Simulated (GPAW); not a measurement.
# MgS (Niningerite) (Fm-3m) in GPAW: equation of state

How stiff is MgS (Niningerite) in PBEsol, and what volume does it want? The cell is scaled to several volumes.

Everything below comes from runs of GPAW 26.7.0. Logs are shortened: lines on timing, memory, paths and dates and some standing lists are left out, and cuts for length are marked. The log counts tension as positive stress, the text compression.

### 1 The structure

Symmetry: Fm-3m, No. 225, cubic system. The conventional cell has a = 5.203 Å, b = 5.203 Å, c = 5.203 Å, α = 90.00°, β = 90.00°, γ = 90.00°. Around S (site symmetry m-3m) lie 6 Mg at 2.60 Å. Mg (site symmetry m-3m) has 6 S at 2.60 Å as nearest neighbours.

### 2 Equation of state, PBEsol

run.py reads:

```python
from ase import Atoms
from ase.eos import EquationOfState
from ase.io import Trajectory
from ase.units import GPa
from gpaw import GPAW, PW, setup_paths

setup_paths.insert(0, '.')

atoms = Atoms(['S', 'Mg'],
              cell=[[0.0, 2.60165, 2.60165],
                    [2.60165, 0.0, 2.60165],
                    [2.60165, 2.60165, 0.0]],
              scaled_positions=[[0.5, 0.5, 0.5],
                                [0.0, 0.0, 0.0]],
              pbc=True)

traj = Trajectory('eos.traj', 'w')
volumes, energies = [], []
for x in [0.94, 0.96, 0.98, 1.0, 1.02, 1.04, 1.06]:
    a = atoms.copy()
    a.set_cell(atoms.cell * x**(1 / 3), scale_atoms=True)
    calc = GPAW(mode=PW(800),
                xc='PBEsol',
                kpts={'size': (9, 9, 9), 'gamma': True},
                occupations={'name': 'fermi-dirac', 'width': 0.05},
                nbands=16,
                convergence={'density': 1e-05, 'energy': 1e-05},
                maxiter=150,
                txt=f'eos-{x:.2f}.txt')
    a.calc = calc
    energies.append(a.get_potential_energy(force_consistent=True))
    volumes.append(a.get_volume())
    p = -a.get_stress()[:3].mean() / GPa
    calc.write(f'eos-{x:.2f}.gpw')
    traj.write(a)
    print(f'{x:.2f} {volumes[-1]:10.4f} A^3 {energies[-1]:14.6f} eV {p:9.3f} GPa', flush=True)

v0, e0, B = EquationOfState(volumes, energies, eos='birchmurnaghan').fit()
print(f'V0 = {v0:.4f} A^3, E0 = {e0:.6f} eV, B0 = {B / GPa:.2f} GPa')
```

Potentials or basis: PAW data sets generated in the run's folder for this functional, pw.

Launch:

```sh
$ gpaw-setup -f PBEsol Mg S
$ OMP_NUM_THREADS=1 python run.py
```

The program printed:

```text
__  _  _
 | _ |_)|_||  |
 |__||  | ||/\| - 26.7.0

Input parameters:
  mode=PW(ecut=800.0),
  convergence={'density': 1e-05, 'energy': 1e-05},
  kpts=MonkhorstPack(size=(9, 9, 9), gamma=True),
  maxiter=150,
  nbands=16,
  occupations=Occupations(name='fermi-dirac', width=0.05),
  xc=XC(name='PBEsol')

Diagonalizing LCAO Hamiltonian
Converting LCAO to pw mode

               S

       Mg

Atoms  # Å, Bohr magnetons
|   | symbol |        x |        y |        z |    initial magnetic moments |
|---|--------|----------|----------|----------|-----------------------------|
| 0 |      S | 2.548540 | 2.548540 | 2.548540 | ( 0.0000,  0.0000,  0.0000) |
| 1 |     Mg | 0.000000 | 0.000000 | 0.000000 | ( 0.0000,  0.0000,  0.0000) |

Unit cell  # Å
| periodic |        x |        y |        z |  lengths |    angles |
|----------|----------|----------|----------|----------|-----------|
|      yes | 0.000000 | 2.548540 | 2.548540 | 3.604180 | 60.000000 |
|      yes | 2.548540 | 0.000000 | 2.548540 | 3.604180 | 60.000000 |
|      yes | 2.548540 | 2.548540 | 0.000000 | 3.604180 | 60.000000 |

Number of symmetries: 48
Symmetry operations  # r_c * U_cc + t_c -> r_c
|    | kind |            matrix            |
|----|------|------------------------------|
|  0 |  σ   |  1, 0, 0,  1, 0,-1,  1,-1, 0 |
|  1 |  C2  |  1, 0, 0,  1,-1, 0,  1, 0,-1 |
|  2 |  E   |  1, 0, 0,  0, 1, 0,  0, 0, 1 |
|  3 |  σ   |  1, 0, 0,  0, 0, 1,  0, 1, 0 |
|  4 |  C4  |  1, 0,-1,  1, 0, 0,  1,-1, 0 |
|  5 |  S6  |  1, 0,-1,  1,-1, 0,  1, 0, 0 |
|  6 |  σ   |  1, 0,-1,  0, 1,-1,  0, 0,-1 |
|  7 |  C3  |  1, 0,-1,  0, 0,-1,  0, 1,-1 |
|  8 |  S6  |  1,-1, 0,  1, 0, 0,  1, 0,-1 |
|  9 |  C4  |  1,-1, 0,  1, 0,-1,  1, 0, 0 |
| 10 |  C3  |  1,-1, 0,  0,-1, 1,  0,-1, 0 |
| 11 |  σ   |  1,-1, 0,  0,-1, 0,  0,-1, 1 |
| 12 |  σ   |  0, 1, 0,  1, 0, 0,  0, 0, 1 |
| 13 |  C4  |  0, 1, 0,  0, 1,-1, -1, 1, 0 |
| 14 |  C3  |  0, 1, 0,  0, 0, 1,  1, 0, 0 |
| 15 |  S6  |  0, 1, 0, -1, 1, 0,  0, 1,-1 |
| 16 |  C2  |  0, 1,-1,  1, 0,-1,  0, 0,-1 |
| 17 |  σ   |  0, 1,-1,  0, 1, 0, -1, 1, 0 |
| 18 |  S4  |  0, 1,-1,  0, 0,-1,  1, 0,-1 |
| 19 |  C4  |  0, 1,-1, -1, 1, 0,  0, 1, 0 |
| 20 |  C3  |  0, 0, 1,  1, 0, 0,  0, 1, 0 |
| 21 |  σ   |  0, 0, 1,  0, 1, 0,  1, 0, 0 |
| 22 |  S6  |  0, 0, 1,  0,-1, 1, -1, 0, 1 |
| 23 |  C4  |  0, 0, 1, -1, 0, 1,  0,-1, 1 |
| 24 |  S4  |  0, 0,-1,  1, 0,-1,  0, 1,-1 |
| 25 |  C3  |  0, 0,-1,  0, 1,-1,  1, 0,-1 |
| 26 |  C2  |  0, 0,-1,  0,-1, 0, -1, 0, 0 |
| 27 |  S6  |  0, 0,-1, -1, 0, 0,  0,-1, 0 |
| 28 |  S4  |  0,-1, 1,  1,-1, 0,  0,-1, 0 |
| 29 |  C4  |  0,-1, 1,  0, 0, 1, -1, 0, 1 |
| 30 |  C2  |  0,-1, 1,  0,-1, 0,  1,-1, 0 |
| 31 |  σ   |  0,-1, 1, -1, 0, 1,  0, 0, 1 |
| 32 |  C3  |  0,-1, 0,  1,-1, 0,  0,-1, 1 |
| 33 |  S6  |  0,-1, 0,  0, 0,-1, -1, 0, 0 |
| 34 |  S4  |  0,-1, 0,  0,-1, 1,  1,-1, 0 |
| 35 |  C2  |  0,-1, 0, -1, 0, 0,  0, 0,-1 |
| 36 |  C2  | -1, 1, 0,  0, 1, 0,  0, 1,-1 |
| 37 |  S6  | -1, 1, 0,  0, 1,-1,  0, 1, 0 |
| 38 |  S4  | -1, 1, 0, -1, 0, 1, -1, 0, 0 |
| 39 |  C3  | -1, 1, 0, -1, 0, 0, -1, 0, 1 |
| 40 |  S6  | -1, 0, 1,  0, 0, 1,  0,-1, 1 |
| 41 |  C2  | -1, 0, 1,  0,-1, 1,  0, 0, 1 |
| 42 |  C3  | -1, 0, 1, -1, 1, 0, -1, 0, 0 |
| 43 |  S4  | -1, 0, 1, -1, 0, 0, -1, 1, 0 |
| 44 |  C2  | -1, 0, 0,  0, 0,-1,  0,-1, 0 |
| 45 |  i   | -1, 0, 0,  0,-1, 0,  0, 0,-1 |
| 46 |  σ   | -1, 0, 0, -1, 1, 0, -1, 0, 1 |
| 47 |  C2  | -1, 0, 0, -1, 0, 1, -1, 1, 0 |

BZ-sampling:
  Number of BZ points: 729
  Number of IBZ points: 35

  Monkhorst-Pack size: [9, 9, 9]
  Monkhorst-Pack shift: [0, 0, 0]

K-points  # in reciprocal-cell coordinates
|     |                                coordinates |     weight |
|-----|--------------------------------------------|------------|
|   0 | (  0.00000000,   0.00000000,   0.00000000) | 0.00137174 |
|   1 | (  0.11111111,   0.11111111,   0.00000000) | 0.00823045 |
|   2 | (  0.11111111,   0.11111111,   0.11111111) | 0.01097394 |
|   3 | (  0.22222222,   0.11111111,   0.11111111) | 0.01646091 |
|   4 | (  0.22222222,   0.22222222,   0.00000000) | 0.00823045 |
|   5 | (  0.22222222,   0.22222222,   0.11111111) | 0.03292181 |
|   6 | (  0.22222222,   0.22222222,   0.22222222) | 0.01097394 |
|   7 | (  0.33333333,   0.22222222,   0.11111111) | 0.03292181 |
|   8 | (  0.33333333,   0.22222222,   0.22222222) | 0.03292181 |
|   9 | (  0.33333333,   0.33333333,  -0.33333333) | 0.01646091 |
| ... |                                            |            |
|  34 | (  0.44444444,   0.44444444,   0.44444444) | 0.01097394 |

Plane wave coefficients: 1720
Cutoff: 800.0 eV

Spin-components: 1 (collinear spins)
Bands:           16
Projectors:      10
Spin-degeneracy: 2
Datatype:        complex128

Parallelization:
  kpt:    1
  domain: 1
  band:   1

Density:
  Valence electrons: 16.0
  Components: 1
  Grid points: [24 24 24]
  Charge: 0.0  # |e|

Potential:
  Grid points: [24 24 24]

species:
  S:
    name:    Sulfur
    Z:       16.0
    valence: 6
    core:    10
    charge:  0.0  # [|e|]
    compensation charges:
      type: gauss
      rc: 0.24  # [Å]
      lmax: 2
    cutoffs:
      filter: 1.77  # [Å]
      core: 1.66  # [Å]
    projectors
    | kind |    occ | energy [eV] | rcut [Å] |
    |------|--------|-------------|----------|
    |   3s |  2.000 |     -17.192 |    0.974 |
    |   3p |  4.000 |      -6.978 |    0.979 |
    |    s |        |      10.020 |    0.974 |
    |    p |        |      20.234 |    0.979 |
    |    d |        |       0.000 |    0.900 |

    Using partial waves for S as LCAO basis

  Mg:
    name:    Magnesium
    Z:       12.0
    valence: 10
    core:    2
    charge:  0.0  # [|e|]
    compensation charges:
      type: gauss
      rc: 0.33  # [Å]
      lmax: 2
    cutoffs:
      filter: 1.86  # [Å]
      core: 0.54  # [Å]
    projectors
    | kind |    occ | energy [eV] | rcut [Å] |
    |------|--------|-------------|----------|
    |   2s |  2.000 |     -79.588 |    1.090 |
    |   3s |  2.000 |      -4.679 |    1.090 |
    |   2p |  6.000 |     -46.550 |    1.085 |
    |   3p |  0.000 |      -1.306 |    1.085 |
    |    d |        |       0.000 |    1.037 |

    Using partial waves for Mg as LCAO basis

Reference energy: -16277.884661  # eV

eigensolver:
  PPCG
  Converge bands: occupied
  niter=2

density mixing:
  MSR1-Mixer
  Pratt-step length: 0.05
  Maximum mixing coefficient: 0.75
  Old densities: 10
  SVD Regularization: 0.005
  Good broyden scale: 1.0
  Trust region scale: 1.0
  Backstep threshold: 4.0
  History deletion threshold: 6.0
  Fourier metric: weight=20.0, sigma=0.015

occupation numbers:
  Fermi-Dirac:
    width: 0.0500  # eV

poisson solver:
  ecut: 6400.0  # eV

xc functional:
  name: PBEsol with 2 nearest neighbor stencil

convergence criteria:
- Maximum integral of absolute [dens]ity change: 1e-05 electrons / valence electron
- Maximum [total energy] change in last 3 cyles: 1e-05 eV / valence electron
- Maximum integral of absolute [eigenst]ate change: 4e-08 eV^2 / valence electron
maximum number of iterations: 150

SCF iterations
|iter     | |      energy | eigst |  dens |
|---------|-|-------------|-------|-------|
|iter:   1| |   -9.432917 | -0.00 |       |
|iter:   2| |   -9.377942 | -2.34 | -1.18 |
|iter:   3| |   -9.148348 | -1.85 | -1.22 |
|iter:   4| |   -9.150672 | -3.48 | -1.83 |
|iter:   5| |   -9.151385 | -4.19 | -2.24 |
|iter:   6| |   -9.151393 | -6.07 | -3.50 |
|iter:   7| |   -9.151394c| -7.18 | -3.97 |
|iter:   8| |   -9.151394c| -8.27c| -4.89 |
|iter:   9| |   -9.151394c| -9.31c| -5.73c|

Converged in 9 steps
Energy contributions relative to reference atoms: (reference = -16277.884661)

Energy contributions:
  Kinetic:          10.385434
  Coulomb:          -8.389080
  Zero:              0.047127
  External:          0.000000
  Xc:              -11.194875
  Entropy:          -0.000000
  Spinorbit:         0.000000
  ----------------------------
  Free energy:      -9.151394
  Extrapolated:     -9.151394

dipole moment: (-7.317412, -7.317412, -7.317412)  # |e|*Ang

Fermi level: 6.693
Eigenvalues  # (at kpt = [0.000, 0.000, 0.000])
| band index |      eig [eV] | occ [0-2] |
|------------|---------------|-----------|
|          0 |       -69.147 |     2.000 |
|          1 |       -36.119 |     2.000 |
|          2 |       -36.119 |     2.000 |
|          3 |       -36.119 |     2.000 |
|          4 |        -7.843 |     2.000 |
|          5 |         5.209 |     2.000 |
[... 8 lines left out ...]
|         14 |        17.656 |     0.000 |
|         15 |        18.896 |     0.000 |

Gap: 2.968 eV
Transition (v -> c):
  (s=0, k=0, n=7, [0.00, 0.00, 0.00]) -> (s=0, k=30, n=8, [0.44, 0.44, 0.00])
Direct/indirect transitions are different
Direct gap: 4.096 eV
Transition at: (s=0, k=0, n=7, [0.00, 0.00, 0.00])

Stress tensor  # eV/Ang^3
|         x |         y |         z |
|-----------|-----------|-----------|
| -0.027238 |  0.000000 |  0.000000 |
|  0.000000 | -0.027238 |  0.000000 |
|  0.000000 |  0.000000 | -0.027238 |

# Writing to eos-0.94.gpw (mode='')
```

stdout:

```text
0.94    33.1058 A^3      -9.151394 eV     4.364 GPa
0.96    33.8102 A^3      -9.166402 eV     2.424 GPa
0.98    34.5146 A^3      -9.173304 eV     0.675 GPa
1.00    35.2190 A^3      -9.172893 eV    -0.902 GPa
1.02    35.9233 A^3      -9.165894 eV    -2.325 GPa
1.04    36.6277 A^3      -9.152940 eV    -3.609 GPa
1.06    37.3321 A^3      -9.134621 eV    -4.768 GPa
V0 = 34.8224 A^3, E0 = -9.173980 eV, B0 = 78.50 GPa
```

eos-1.00.txt:

```text
SCF iterations
|iter     | |      energy | eigst |  dens |
|---------|-|-------------|-------|-------|
|iter:   1| |   -9.470431 | -0.02 |       |
|iter:   2| |   -9.411315 | -2.31 | -1.17 |
|iter:   3| |   -9.170016 | -1.83 | -1.21 |
|iter:   4| |   -9.172172 | -3.34 | -1.81 |
|iter:   5| |   -9.172882 | -4.21 | -2.23 |
|iter:   6| |   -9.172891 | -5.97 | -3.44 |
[... 44 lines left out ...]
  (s=0, k=0, n=7, [0.00, 0.00, 0.00]) -> (s=0, k=30, n=8, [0.44, 0.44, 0.00])
Direct/indirect transitions are different
Direct gap: 3.596 eV
Transition at: (s=0, k=0, n=7, [0.00, 0.00, 0.00])

Stress tensor  # eV/Ang^3
|        x |        y |        z |
|----------|----------|----------|
| 0.005630 | 0.000000 | 0.000000 |
| 0.000000 | 0.005630 | 0.000000 |
| 0.000000 | 0.000000 | 0.005630 |

# Writing to eos-1.00.gpw (mode='')
```

Run time: 96 s. Hardware: 1 thread of Arm Neoverse V2, shared host; peak memory 0.27 GiB.

Results:

* Equilibrium volume: 17.41 Å³/atom
* Bulk modulus: 78 GPa
* Pressure derivative of the bulk modulus: 4.1

Energy against volume, from the lowest point:
```
volume (Å³/atom)  energy (meV/atom)
          16.553              10.96
          16.905               3.45
          17.257               0.00
          17.609               0.21
          17.962               3.71
          18.314              10.18
          18.666              19.34
```
